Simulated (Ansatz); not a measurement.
# 5-layer 2H-WS2 (2H stacking) in a perpendicular field

What dipole does a perpendicular field induce in the 5-layer 2H-WS2 (2H stacking), and does the gap follow? A positive field points along +c.

Method: plane-wave DFT, PBE-D4, Ansatz PAW, in Ansatz 0.2.0.

## 1. The starting structure

The cell holds 15 atoms: 10 S and 5 W. Cell: a = 3.180 Å, b = 3.180 Å, c = 47.378 Å, α = 90.0°, β = 90.0°, γ = 120.0°. Regions: layer 1: 2H-WS2, 3 atoms (2 S and 1 W); layer 2: 2H-WS2, 3 atoms (2 S and 1 W); layer 3: 2H-WS2, 3 atoms (2 S and 1 W); layer 4: 2H-WS2, 3 atoms (2 S and 1 W); layer 5: 2H-WS2, 3 atoms (2 S and 1 W). Vacuum lies along c.

## 2. Relaxation

The starting cell is a guess, so the in-plane lattice and the atoms are relaxed first, with the slab cut off from its images along the normal. The program lengthens the vector along the normal by itself, so c and the volume that it reports differ from the typed ones.

File input.yaml:

```yaml
crystal:
  lattice:
    - [3.18, 0.0, 0.0]
    - [-1.59, 2.753960784, 0.0]
    - [0.0, 0.0, 47.3781011621]
  atoms:
    - { symbol: S, position: [0.3333333333, 0.6666666667, 0.1899611799] }
    - { symbol: W, position: [0.0, 0.0, 0.2266407866] }
    - { symbol: S, position: [0.3333333333, 0.6666666667, 0.2633203933] }
    - { symbol: S, position: [0.0, 0.0, 0.3266407866] }
    - { symbol: W, position: [0.3333333333, 0.6666666667, 0.3633203933] }
    - { symbol: S, position: [0.0, 0.0, 0.4] }
    - { symbol: S, position: [0.3333333333, 0.6666666667, 0.4633203933] }
    - { symbol: W, position: [0.0, 0.0, 0.5] }
    - { symbol: S, position: [0.3333333333, 0.6666666667, 0.5366796067] }
    - { symbol: S, position: [0.0, 0.0, 0.6] }
    - { symbol: W, position: [0.3333333333, 0.6666666667, 0.6366796067] }
    - { symbol: S, position: [0.0, 0.0, 0.6733592134] }
    - { symbol: S, position: [0.3333333333, 0.6666666667, 0.7366796067] }
    - { symbol: W, position: [0.0, 0.0, 0.7733592134] }
    - { symbol: S, position: [0.3333333333, 0.6666666667, 0.8100388201] }
  periodic: [true, true, false]
kpoints:
  mp_grid: { grid: [12, 12, 1] }
hamiltonian:
  xc: pbe
  dispersion: d4
scf:
  occupations: { method: fermi_dirac, width: 0.05 }
  convergence: { dr2_threshold: 1.0e-09 }
relax:
  f_tol: 0.004
  max_steps: 90
  cell: {}
output:
  write_potential: true
  write_density: true
  volumetric_format: npy
```

Run with:

```sh
> ansatz run input.yaml --threads 8 --pin off --max-ram 12288MiB --backend cpu --events-out ev --progress --plain --runs-dir out
```

Numbers of over 12 decimals in the logs are rounded to 6 here.

The program printed:

```text
Warning: crystal.periodic: the lattice vector that does not repeat stood 0.000° off the slab's normal, 47.378 Å along it as the deck builds it. The run solves the slab on a vector along the normal, 82.556 Å long, with every atom where it was (on the deck's vector they left 18.00 Å outside them, and the widest stretch free of ions among them is 3.00 Å). A fractional position that the run reports is one of the run's ce [...]
Warning: relax.cell: scf.convergence.dr2_threshold = 1e-9 eV is looser than the 9.67345728514e-11 eV advised for a relaxation that steers and ends on the stress (1e-10 eV for each atom of the cell: 15, times the square of relax.cell.stress_2d_tol = 0.05 N/m over 39.4 Å (the atoms' height at the walk's start and 5 Å past either face), 1.270e-2 GPa, over a crystal's default 0.05). What an SCF threshold leaves in a stress goes as its square root, and in the free energy as the threshold itself, and one threshold admits the most on a small cell: [figures from the program's tests cut] Set scf.convergence.dr2_threshold to 9.67345728514e-11 eV or tighter. [rest of the remark cut]
crystal.periodic: the lattice vector that does not repeat stood 0.000° off the slab's normal, 47.378 Å along it as the deck builds it. The run solves the slab on a vector along the normal, 82.556 Å long, with every atom where it was (on the deck's vector they left 18.00 Å outside them, and the widest stretch free of ions among them is 3.00 Å). A fractional position that the run reports is one of the run's cell, which [...]
Engine: ansatz 0.2.0, aarch64-unknown-linux-gnu
Pseudopotentials: kind: paw
Pseudopotential: S, paw, valence charge 6, recommended cutoff 420 eV (normal), S.paw.azcp
Pseudopotential: W, paw, valence charge 14, recommended cutoff 420 eV (normal), W.paw.azcp
Functional definition: PBE
  parameter kappa = 0.804
  parameter beta = 0.066725
  exchange = pbe_x(kappa = kappa, mu = beta*pi^2/3)
  correlation = pbe_c(beta = beta)
Crystal: 15 atoms, lattice volume = 722.994 Å³
Basis set: ecut = 420 eV, 14195 PW (Γ), exchange–correlation on 48×48×1152 points (8 copies of the dense FFT grid, shifted against one another)
Bands: 80, of which v1, the nominal top of the filled ones, is band 65 counted from 1 (64 counted from 0)
Symmetry: 12 space group operations
Space group: P-6m2 (ITA 187), of the structure as read, at distance tolerance 9.0e-5 Å
k-points: 19 of 144 (time reversal used)
Non-local potential: S, projectors of the file, l = 0: 2, l = 1: 2, l = 2: 2
Non-local potential: W, projectors of the file, l = 0: 3, l = 1: 2, l = 2: 2, l = 3: 1
PAW form: soft (Blöchl's): semilocal exchange-correlation on the pseudo side does not see the compensation charge
PAW one-centre angular grid: S, 110 points (default); XC on 64 Gauss nodes
PAW one-centre angular grid: W, 590 points (default); XC on 64 Gauss nodes
Initial density: superposition of atomic densities (neutral atoms: chi_scale 0, normalization atom), corrected by the library's trained network
Initial wavefunctions: pseudopotential atomic-orbital guess
Functional: x = pbe(κ = 0.804, μ = 0.219515), c = pbe(β = 0.066725)
SCF iter   1: F=—  HF=-60960.714722 eV  |F-HF|=—  |Δ(HF+E_count)|=         —  Δρ=3.16e-3  dr2=1.06e-1  ethr=1.77e-3  ⟨swp⟩=11.2  Hψ=9536  notcnv=0
preconditioner: auto → Resta (q_TF=auto, 2.050 Å⁻¹)  ε∞=3.9  [insulator: Δε(μ)=0.993 eV  Ē_g=7.704 eV  σ=0.050 eV  W_gap=1.00  n_scr=52 (ndim 8)  ℏωp=13.1 eV  f_vac=0.602  D(μ)=0.00/eV (n_scr^D=0)  ε∞_Penn≈3.9  vacuum switching on, ρ_ref=4.3e-3 e/Å³]
SCF iter   2: F=—  HF=-60960.743194 eV  |F-HF|=—  |Δ(HF+E_count)|=   2.85e-2  Δρ=2.05e-3  dr2=9.27e-2  ethr=8.13e-5  ⟨swp⟩=3.9  Hψ=3724  notcnv=0  defer=98
SCF iter   3: F=—  HF=-60960.741115 eV  |F-HF|=—  |Δ(HF+E_count)|=   2.08e-3  Δρ=1.38e-3  dr2=8.12e-3  ethr=7.13e-5  ⟨swp⟩=3.1  Hψ=2419  notcnv=0  defer=95
SCF iter   4: F=—  HF=-60960.748416 eV  |F-HF|=—  |Δ(HF+E_count)|=   7.30e-3  Δρ=3.18e-4  dr2=1.48e-3  ethr=6.24e-6  ⟨swp⟩=3.4  Hψ=3227  notcnv=0  defer=93
SCF iter   5: F=—  HF=-60960.748470 eV  |F-HF|=—  |Δ(HF+E_count)|=   5.36e-5  Δρ=7.72e-5  dr2=5.30e-5  ethr=1.14e-6  ⟨swp⟩=3.2  Hψ=2968  notcnv=0  defer=90
SCF iter   6: F=—  HF=-60960.748499 eV  |F-HF|=—  |Δ(HF+E_count)|=   2.88e-5  Δρ=3.62e-5  dr2=1.77e-5  ethr=4.08e-8  ⟨swp⟩=3.1  Hψ=3435  notcnv=0  defer=90
SCF iter   7: F=—  HF=-60960.748511 eV  |F-HF|=—  |Δ(HF+E_count)|=   1.23e-5  Δρ=2.58e-5  dr2=3.39e-5  ethr=1.36e-8  ⟨swp⟩=2.8  Hψ=2664  notcnv=0  defer=90
SCF iter   8: F=—  HF=-60960.748516 eV  |F-HF|=—  |Δ(HF+E_count)|=   5.00e-6  Δρ=9.38e-6  dr2=1.93e-6  ethr=1.36e-8  ⟨swp⟩=2.4  Hψ=2188  notcnv=0  defer=90
SCF iter   9: F=—  HF=-60960.748546 eV  |F-HF|=—  |Δ(HF+E_count)|=   3.06e-5  Δρ=3.57e-6  dr2=1.89e-7  ethr=1.48e-9  ⟨swp⟩=3.1  Hψ=3012  notcnv=0  defer=97
SCF iter  10: F=—  HF=-60960.748547 eV  |F-HF|=—  |Δ(HF+E_count)|=   1.05e-8  Δρ=1.01e-6  dr2=2.24e-8  ethr=1.46e-10  ⟨swp⟩=3.3  Hψ=2951  notcnv=0  defer=97
SCF iter  11: F=—  HF=-60960.748547 eV  |F-HF|=—  |Δ(HF+E_count)|=   8.58e-9  Δρ=1.06e-6  dr2=2.72e-8  ethr=1.73e-11  ⟨swp⟩=3.3  Hψ=3167  notcnv=0  defer=97
SCF iter  12: F=—  HF=-60960.748547 eV  |F-HF|=—  |Δ(HF+E_count)|=  8.88e-10  Δρ=5.13e-7  dr2=6.45e-9  ethr=1.73e-11  ⟨swp⟩=2.2  Hψ=1787  notcnv=0  defer=97
SCF iter  13: F=-60960.748547 eV  HF=-60960.748547 eV  |F-HF|=3.59e-9  |Δ(HF+E_count)|=  6.84e-10  Δρ=5.93e-8  dr2=5.32e-11  ethr=1.00e-12  ⟨swp⟩=10.9  Hψ=13324  notcnv=0
SCF 1 converged in 13 iterations: F = -60960.748547 eV  dr2 = 5.32e-11
  greatest PAW one-centre occupation: 1.000 electrons in one spin orbital (limit 2), on the W atom at site 13 (counted from 0), in its partial waves of l = 0
relax step   1: F+E_penalty+E_count = -60960.74854651 eV  Δ(F+E_penalty+E_count) = +0.000e0 eV  max|allowed force component| = 2.693e0 eV/Å  Δτ_max = 0.0000 Å  P = -32.715 N/m  Ω = 722.994 Å³  fix = [c, alpha, beta]  reactions: c -0.000 N/m  (13 SCF iters, accepted)
Crystal: 15 atoms, lattice volume = 710.994 Å³
Basis set: ecut = 420 eV, 13715 PW (Γ), exchange–correlation on 48×48×1152 points (8 copies of the dense FFT grid, shifted against one another)
Initial density: handed on by an earlier stage of this run
Initial wavefunctions: those handed on with the density
iter 1 solved again at ethr=1.05e-3 eV; its pass at ethr=3.10e-3 eV (dr2=1.36e0 eV) is discarded
SCF iter   1: F=—  HF=-60963.350188 eV  |F-HF|=—  |Δ(HF+E_count)|=         —  Δρ=1.05e-2  dr2=1.40e0  ethr=1.05e-3  ⟨swp⟩=2.0  Hψ=10962  notcnv=0
[...]
relax step   7: F+E_penalty+E_count = -60963.28699459 eV  Δ(F+E_penalty+E_count) = -6.083e-4 eV  max|allowed force component| = 1.677e-2 eV/Å  Δτ_max = 0.0889 Å  P = -0.118 N/m  Ω = 712.374 Å³  energy of the carried Pulay correction = +5.982e-4 eV  fix = [c, alpha, beta]  reactions: c -0.000 N/m  (12 SCF iters, accepted)
relax step   8: F+E_penalty+E_count = -60963.28778846 eV  Δ(F+E_penalty+E_count) = -7.939e-4 eV  max|allowed force component| = 2.540e-3 eV/Å  Δτ_max = 0.0383 Å  P = -0.064 N/m  Ω = 712.234 Å³  energy of the carried Pulay correction = +6.061e-4 eV  fix = [c, alpha, beta]  reactions: c -0.000 N/m  (12 SCF iters, accepted)
relax step   9: F+E_penalty+E_count = -60963.28780439 eV  Δ(F+E_penalty+E_count) = -1.593e-5 eV  max|allowed force component| = 7.878e-4 eV/Å  Δτ_max = 0.0025 Å  P = +0.052 N/m  Ω = 712.064 Å³  energy of the carried Pulay correction = +6.158e-4 eV  fix = [c, alpha, beta]  reactions: c +0.000 N/m  (8 SCF iters, accepted)
relax step  10: F+E_penalty+E_count = -60963.28780139 eV  Δ(F+E_penalty+E_count) = +3.001e-6 eV  max|allowed force component| = 9.496e-5 eV/Å  Δτ_max = 0.0005 Å  P = -0.001 N/m  Ω = 712.153 Å³  energy of the carried Pulay correction = +6.107e-4 eV  fix = [c, alpha, beta]  reactions: c -0.000 N/m  (7 SCF iters, accepted)
Initial wavefunctions: pseudopotential atomic-orbital guess (no wavefunctions were taken with the density)
iter 1 solved again at ethr=1.72e-7 eV; its pass at ethr=3.10e-3 eV (dr2=2.23e-4 eV) is discarded
SCF iter   1: F=—  HF=-60963.287049 eV  |F-HF|=—  |Δ(HF+E_count)|=         —  Δρ=1.57e-5  dr2=2.57e-7  ethr=1.72e-7  ⟨swp⟩=7.5  Hψ=18106  notcnv=0
SCF iter   2: F=—  HF=-60963.287103 eV  |F-HF|=—  |Δ(HF+E_count)|=   5.44e-5  Δρ=7.99e-6  dr2=6.89e-8  ethr=1.98e-10  ⟨swp⟩=5.6  Hψ=5744  notcnv=0
SCF iter   3: F=—  HF=-60963.287103 eV  |F-HF|=—  |Δ(HF+E_count)|=   4.32e-8  Δρ=1.58e-6  dr2=5.05e-8  ethr=5.30e-11  ⟨swp⟩=2.9  Hψ=3299  notcnv=0
SCF iter   4: F=—  HF=-60963.287103 eV  |F-HF|=—  |Δ(HF+E_count)|=  3.20e-10  Δρ=4.50e-7  dr2=1.24e-9  ethr=3.88e-11  ⟨swp⟩=2.3  Hψ=2145  notcnv=0
SCF iter   5: F=-60963.287103 eV  HF=-60963.287103 eV  |F-HF|=2.44e-9  |Δ(HF+E_count)|=   2.07e-9  Δρ=2.27e-7  dr2=3.31e-10  ethr=1.00e-12  ⟨swp⟩=17.9  Hψ=14996  notcnv=0
SCF 11 converged in 5 iterations: F = -60963.287103 eV  dr2 = 3.31e-10
relax step  11: F+E_penalty+E_count = -60963.28710321 eV  Δ(F+E_penalty+E_count) = +6.982e-4 eV  max|allowed force component| = 5.076e-5 eV/Å  Δτ_max = 0.0000 Å  P = +0.009 N/m  Ω = 712.153 Å³  fix = [c, alpha, beta]  reactions: c +0.000 N/m  stress off target by 8.97e-3 N/m on what of the cell is left free  SCF on the basis re-selected at this cell (its energy is not comparable with the rows above)  (5 SCF iters)
basis re-selected at this cell: Δ(F+E_penalty+E_count) = +6.982e-4 eV, ΔP = +0.010 N/m vs the last step (what re-selecting the basis moved, of the pressure what is left beyond the Pulay correction that the steps carried, after the strain that the cell walked since its last selection, with what the two solves' SCF thresholds leave and, on support functions, any second-order correction that the steps lacked; it is no m [...]
WARN: The output density's exchange-correlation potential varies sharply where the density is thin. Do not read a vacuum level from v_tot or v_xc, or from such a field of the output density. On a cell that repeats whose density bears no net charge and no dipole along the vacuum's axis use v_es (v_loc + v_h of the components); under efield.dipole_correction with no amplitude use v_es + v_field, which holds any externa [...]
SCF converged after 5 iterations
Free energy (F): -60963.287103 eV
Harris-Foulkes:  -60963.287103 eV  (|F-HF|=2.44e-9)
Internal energy: -60963.287101 eV  (E = F + TS)
E sigma→0 (E₀):  -60963.287102 eV
Entropy (-TS):   -0.000002 eV (-0.000 meV/atom)
Fermi energy:    -4.614661 eV
--- Per-component energies (eV) ---
  E_band       = -3113.504513
  E_kinetic    = 3335.093378
  E_local      = -1885349.422432  (includes V_loc(G=0)·N_el)
  E_nonlocal   = 286.900567
  E_hartree    = 940683.458350
  E_xc         = -2312.410121
  E_vxc        = -2077.401258  (∫ρ·V_xc dr)
  E_paw        = -48815.776811  (= ΣΔE_a)
  E_vpaw       = -675.600936  (= ΣTr[D̂ρ^β])
  E_aug_tail   = -0.000315  (compensation charges beyond the density's cutoff)
  E_ewald      = 931215.279388
  E_disp       = -6.409106  (pairwise vdW)
  E_smearing   = -0.000002  (= −TS)
  E_closure    = -0.000000  (closes the sum)
  Σ components = -60963.287103   (vs F -60963.287103, Δ=0.00e0)
--- Forces (eV/Å), atoms counted from 1 ---
  atom   1  S     -0.00000000     0.00000000     0.00003159
  atom   2  W      0.00000000    -0.00000000     0.00005076
  atom   3  S     -0.00000000     0.00000000     0.00001799
  atom   4  S     -0.00000000    -0.00000000     0.00001396
  atom   5  W      0.00000000     0.00000000     0.00000087
  atom   6  S      0.00000000    -0.00000000     0.00002326
  atom   7  S     -0.00000000     0.00000000    -0.00002158
  atom   8  W      0.00000000    -0.00000000     0.00000000
  atom   9  S     -0.00000000     0.00000000     0.00002158
  atom  10  S     -0.00000000    -0.00000000    -0.00002326
  atom  11  W      0.00000000     0.00000000    -0.00000087
  atom  12  S      0.00000000    -0.00000000    -0.00001396
  atom  13  S      0.00000000     0.00000000    -0.00001799
  atom  14  W      0.00000000    -0.00000000    -0.00005076
  atom  15  S      0.00000000     0.00000000    -0.00003159
  max |Σ_I F_I| component: 3.12e-17 eV/Å
--- 2D stress c σ (N/m, compression-positive) ---
        0.008966       0.000000      -0.000000
       -0.000000       0.008966      -0.000000
       -0.000000      -0.000000       0.000000
  P = ½ c Tr σ = 0.0090 N/m
--- Band table (eV; the first three rows and the last of 19) ---
  k-point 0: bands = [... 61 lower, -5.7836, -5.4464, -5.2121, -5.0778, -2.7801, -2.7801, -2.7792, -2.7792, ... 11 higher]
  k-point 1: bands = [... 61 lower, -5.8333, -5.5676, -5.3956, -5.3037, -2.8970, -2.8896, -2.8718, -2.8672, ... 11 higher]
  k-point 2: bands = [... 61 lower, -6.1082, -5.9943, -5.9388, -5.9187, -3.4775, -3.3899, -3.2520, -3.0991, ... 11 higher]
  k-point 18: bands = [... 61 lower, -5.7684, -5.7102, -5.6514, -5.6093, -3.7665, -3.7664, -3.7663, -3.7575, ... 11 higher]
  the weakly bound empty levels are not read free of the cell's end (no_gap_told)
--- Relaxed structure (10 steps of the walk, 10 accepted, 1 SCFs on fresh bases) ---
  F+E_penalty+E_count = -60963.28710321 eV   max|allowed force component| = 5.076e-5 eV/Å   (the final SCF, on the basis selected at the relaxed cell)
  cell:  # Å, volume = 712.1534 Å³
    - [3.156070, -1.3283891329323154e-18, 0]
    - [-1.578035, 2.733237, 0]
    - [0, 0, 82.556202]
  atoms:
    - { symbol: S, position: [0.333333, 0.666667, 0.120076] }
    - { symbol: W, position: [-9.307235389672197e-18, -3.338892948309549e-17, 0.139170] }
    - { symbol: S, position: [0.333333, 0.666667, 0.158244] }
    - { symbol: S, position: [-8.076082808227064e-18, -3.338892948309548e-17, 0.193996] }
    - { symbol: W, position: [0.333333, 0.666667, 0.213071] }
    - { symbol: S, position: [-6.178590194711763e-18, -3.3388929483095466e-17, 0.232146] }
    - { symbol: S, position: [0.333333, 0.666667, 0.267869] }
    - { symbol: W, position: [-4.934324553817973e-18, -3.3388929483095484e-17, 0.286945] }
    - { symbol: S, position: [0.333333, 0.666667, 0.306020] }
    - { symbol: S, position: [-3.690058912924088e-18, -3.3388929483095466e-17, 0.341743] }
    - { symbol: W, position: [0.333333, 0.666667, 0.360818] }
    - { symbol: S, position: [-1.7925662994088613e-18, -3.338892948309547e-17, 0.379893] }
    - { symbol: S, position: [0.333333, 0.666667, 0.415645] }
    - { symbol: W, position: [-5.614137179629024e-19, -3.338892948309549e-17, 0.434719] }
    - { symbol: S, position: [0.333333, 0.666667, 0.453813] }
```

It took 4.7 min on 8 threads of Arm Neoverse V1, shared host; peak memory 2.7 GiB; 37 min of CPU time.

The steps of the relaxation:

```
step  energy less that of the first step (eV)  largest force component (eV/Å)  volume (Å³)
   1                                   0.0000                          2.6932       722.99
   2                                  -2.3260                          0.7155       710.99
   3                                  -2.4620                          0.1782       710.72
   4                                  -2.4967                          0.0692       711.09
   5                                  -2.5248                          0.0693       711.67
   6                                  -2.5378                          0.0258       711.56
   7                                  -2.5384                          0.0168       712.37
   8                                  -2.5392                          0.0025       712.23
   9                                  -2.5393                          0.0008       712.06
  10                                  -2.5393                          0.0001       712.15
 11*                                  -2.5386                          0.0001       712.15
```

Relaxation steps marked * repeat the geometry before them on a plane-wave basis chosen anew for their cell, so energy and pressure can jump there.

The run keeps the 12 symmetry operations that it works with, so distortions that break them were not tested.

| cell as run | before | after | change |
| --- | --- | --- | --- |
| a (Å) | 3.180 | 3.156 | -0.8 % |
| b (Å) | 3.180 | 3.156 | -0.8 % |

The atoms that moved most (Å, along periodic axes as changes of fractional coordinates times the final cell, across vacuum about the mean position):

```csv
atom,dx,dy,dz,length
S15,0.000,0.000,-0.913,0.913
S1,0.000,0.000,0.913,0.913
W2,0.000,0.000,0.752,0.752
W14,0.000,0.000,-0.752,0.752
S13,0.000,0.000,-0.588,0.588
S3,0.000,0.000,0.588,0.588
S4,0.000,0.000,0.540,0.540
S12,0.000,0.000,-0.540,0.540
```

The lattice constant a goes from 3.180 to 3.156 Å.

[end of part 1 of 3]

[Logs are printed without paths, hosts, clocks, repeated set-up lines and the standing remarks that a program may print on its own settings, such as how far it seeks lower states.]

[Hosts, paths, dates, database ids (printed as entryN), source tags and the programs' standing remarks are cut or masked in the printed files.]

[Maps of the electrostatic potential energy from Ansatz leave out the sawtooth potential of an applied field or a dipole correction, so their vacuum need not be flat; planar profiles and work functions include it.]
